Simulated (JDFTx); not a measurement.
**TiC: equation of state with PBE**

TiC:

```
Ti C
1.0
     0.00000    2.16572    2.16572
     2.16572    0.00000    2.16572
     2.16572    2.16572    0.00000
Ti C
1 1
Direct
  0.00000 0.00000 0.00000
  0.50000 0.50000 0.50000
```

The cell is a database's computed one.

* Program: JDFTx 1.7.0 (patched build)
* Task: equation of state
* Functional: PBE
* Potentials or basis: PseudoDojo-SR-PBE-0.5-standard
* Cutoff: 1143 eV
* Density cutoff: 4572 eV
* k mesh: 11 × 11 × 11
* Occupations: fermi-dirac, width 0.05 eV
* Spin: no spin polarisation

* Equilibrium volume: 10.17 Å³/atom
* Bulk modulus: 251 GPa
* Pressure derivative of the bulk modulus: 4.0

Energy against volume, from the lowest point:
```
volume (Å³/atom)  energy (meV/atom)
           9.548              33.39
           9.752              14.68
           9.955               3.79
          10.158               0.00
          10.361               2.61
          10.564              11.02
          10.767              24.68
```
